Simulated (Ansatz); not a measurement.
# Response of Be to small distortions

```xyz
1
Lattice="-1.2531 1.2531 1.2531 1.2531 -1.2531 1.2531 1.2531 1.2531 -1.2531" Properties=species:S:1:pos:R:3 pbc="T T T"
Be    0.0000    0.0000    0.0000
```

The conventional cell has a = 2.506 Å, b = 2.506 Å, c = 2.506 Å, α = 90.00°, β = 90.00°, γ = 90.00°. Be (atom 1) is surrounded by 8 Be at 2.17 Å.

The cell is the one relaxed in the Materials Project (mp-20), not relaxed further here; entries there can be hypothetical.

Theory: DFT, PBE, all-electron PAW with datasets made for the crystal, scalar-relativistic (Ansatz 0.2.0).

Numerical set-up: a Γ-centred 23×23×23 k mesh, Fermi–Dirac smearing of 0.03 eV, cutoff 220 eV (chosen by the program for this cell), no spin polarisation.

The unchanged cell is at -0.90 GPa.

In a metal, stresses and small energies carry noise from the k mesh.

x, y and z are the Cartesian axes of the cell as listed; fractional coordinates follow a strain, and an engineering shear is twice the off-diagonal strain component.

Question: One change gave: energy change +2 meV/atom; stress change (xx, yy, zz, yz, xz, xy) 0.05, 0.05, 0.05, 2.04, 2.04, 2.04 GPa, compression positive. Which change was it?
A. equal xy, yz and zx engineering shear strains of -2 %
B. equal xy, yz and zx engineering shear strains of +2 %
C. equal xy, yz and zx engineering shear strains of +1 %
D. equal xy, yz and zx engineering shear strains of +3 %
E. equal xy, yz and zx engineering shear strains of -3 %
F. equal xy, yz and zx engineering shear strains of -1 %

Answer: F. For equal xy, yz and zx engineering shear strains of -3 %: energy change +14 meV/atom; stress change (xx, yy, zz, yz, xz, xy) 0.58, 0.58, 0.58, 6.45, 6.45, 6.45 GPa, compression positive. For equal xy, yz and zx engineering shear strains of +2 %: energy change +6 meV/atom; stress change (xx, yy, zz, yz, xz, xy) 0.19, 0.19, 0.19, -3.82, -3.82, -3.82 GPa, compression positive. For equal xy, yz and zx engineering shear strains of -2 %: energy change +6 meV/atom; stress change (xx, yy, zz, yz, xz, xy) 0.21, 0.21, 0.21, 4.25, 4.25, 4.25 GPa, compression positive. For equal xy, yz and zx engineering shear strains of +1 %: energy change +1 meV/atom; stress change (xx, yy, zz, yz, xz, xy) 0.05, 0.05, 0.05, -1.96, -1.96, -1.96 GPa, compression positive. For equal xy, yz and zx engineering shear strains of +3 %: energy change +13 meV/atom; stress change (xx, yy, zz, yz, xz, xy) 0.51, 0.51, 0.51, -5.59, -5.59, -5.59 GPa, compression positive.
